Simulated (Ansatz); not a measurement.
**Carriers in CaSe (Fm-3m)**

```yaml
crystal:
  lattice:
    - [0.00000, 2.93445, 2.93445]
    - [2.93445, 0.00000, 2.93445]
    - [2.93445, 2.93445, 0.00000]
  atoms:
    - { symbol: Ca, position: [0.00000, 0.00000, 0.00000] }
    - { symbol: Se, position: [0.50000, 0.50000, 0.50000] }
```

Conventional cell: a = 5.869 Å, b = 5.869 Å, c = 5.869 Å, α = 90.00°, β = 90.00°, γ = 90.00°. Around Ca (atom 1) lie 6 Se at 2.93 Å. Around Se (atom 2) lie 6 Ca at 2.93 Å.

Level of theory, where no other is named: PBEsol, all-electron LAPW in Ansatz 0.2.0, scalar-relativistic. k mesh 6×6×6, fixed occupations, basis error target 1 meV/atom. The cell was relaxed by PAW under this functional.

Extrema are searched on a 12×12×12 mesh and refined by Newton steps; masses come from band slopes 0.005 Å⁻¹ away, 1/m* = (1/ħ²) d²E/dk², negative for holes (the finite step makes the lightest masses up to about 3 % heavy). k is in units of the reciprocal vectors.

Question: Where are the band edges, and is the gap direct?

Answer: The valence maximum lies at Gamma (0.000, 0.000, 0.000) and the conduction minimum at X (0.000, -0.500, -0.500), so the Kohn-Sham gap of 1.878 eV is indirect; the least direct gap on the mesh is 2.846 eV.

Question: What are the electron masses at the edge?

Answer: The principal masses are 0.27, 0.27, 1.4 mₑ. One valley has a density-of-states mass (m₁m₂m₃)^(1/3) = 0.467; 3 valleys give N^(2/3) times that, 0.972; the direction-averaged conductivity mass 3/Σ(1/mᵢ) is 0.37 mₑ.

Question: Several bands lie at or near the hole edge, or its surface isn't an ellipsoid. What are the masses by direction?

Answer: 

| direction | branch from the edge | its level at the point (eV from the edge) | m*/mₑ |
| --- | --- | --- | --- |
| 100 | 1 | 0.000 | -0.908 |
| 100 | 2 | 0.000 | -0.908 |
| 100 | 3 | 0.000 | -0.17 |
| 110 | 1 | 0.000 | -0.907 |
| 110 | 2 | 0.000 | -0.623 |
| 110 | 3 | 0.000 | -0.186 |
| 111 | 1 | 0.000 | -0.696 |
| 111 | 2 | 0.000 | -0.696 |
| 111 | 3 | 0.000 | -0.192 |
| 11-2 | 1 | 0.000 | -0.788 |
| 11-2 | 2 | 0.000 | -0.703 |
| 11-2 | 3 | 0.000 | -0.186 |

Question: Along the Cartesian direction 110 the conduction slope is 0.08411 eV·Å one step out. What is it four steps out, and what does that say?

Answer: 0.336 eV·Å, 3.995 times the first; a parabola would give 4, so the band is nearly parabolic here.

Question: What electronic dielectric constant and refractive index follow from the same bands (independent particles)?

Answer: ε∞ = (6.36, 6.36, 6.36), so n ≈ √ε∞ = 2.52 (mean over directions) well under the gap and the normal reflectivity is ((n − 1)/(n + 1))² = 0.187. Local fields, left out here, lower ε∞ by several per cent.

Question: What gap does PAW give in the same cell?

Answer: 1.879 eV, 1 meV from the LAPW value.

Question: Cells strained by ±0.5 % (all lengths, zz alone, equal engineering shears γ in yz, zx, xy; ions relaxed) give deformation potentials. How do the edge levels move, in eV per unit strain against the centre of the top valence set?

Answer: 

| point | k | side | bands | level (eV) | d/dlnV | d/dε_zz | d/dγ | split/ε_zz | split/γ |
| --- | --- | --- | --- | --- | --- | --- | --- | --- | --- |
| Gamma | 0.00 0.00 0.00 | valence | 3 | 0.000 | 0.00 | 0.00 | 0.00* | 0.62 | 8.62 |
| Gamma | 0.00 0.00 0.00 | conduction | 1 | 3.312 | -5.49 | -5.48 | -0.09* | – | – |
| X | 0.00 -0.50 -0.50 | valence | 2 | -0.968 | 0.95 | -0.31 | 0.00* | 2.11 | 8.19 |
| X | 0.00 -0.50 -0.50 | conduction | 1 | 1.878 | 2.61 | 2.42 | 0.00* | – | – |
| X | -0.50 -0.50 0.00 | valence | 2 | -0.968 | 0.95 | 3.48 | 0.00* | 0.00 | 8.19 |
| X | -0.50 -0.50 0.00 | conduction | 1 | 1.878 | 2.61 | 3.00 | 0.00* | – | – |
| L | -0.50 0.00 0.00 | valence | 2 | -1.257 | 2.23 | 2.23 | -1.87 | 0.50 | 7.22 |
| L | -0.50 0.00 0.00 | conduction | 1 | 4.420 | -1.62 | -1.62 | -1.71 | – | – |
| L | -0.50 -0.50 -0.50 | valence | 2 | -1.257 | 2.23 | 2.23 | 5.60 | 0.50 | 0.00 |
| L | -0.50 -0.50 -0.50 | conduction | 1 | 4.420 | -1.62 | -1.62 | 5.14 | – | – |

For the triplet at Γ the single level moves against the pair by 3bε_zz and by 3√3 d (γ/2), so b = -0.21 eV and d = -3.32 eV.

Sets with another level within 0.15 eV are left out, since it mixes in under strain; the reference set stays in any case. Entries marked * vanish by symmetry to first order; what they show is the residue of the finite step. These cells use a basis error target of 0.5 meV/atom.

Limits of these numbers: no spin-orbit coupling on heavy atoms; semilocal gaps are low, and what follows the gap (onsets, screening, light masses) shifts with it; without spin-orbit coupling, bands that meet at the valence top are not the light and heavy holes of experiment; the frozen-core PAW files of the compared runs were fitted under PBE, their cores solved anew for this functional.
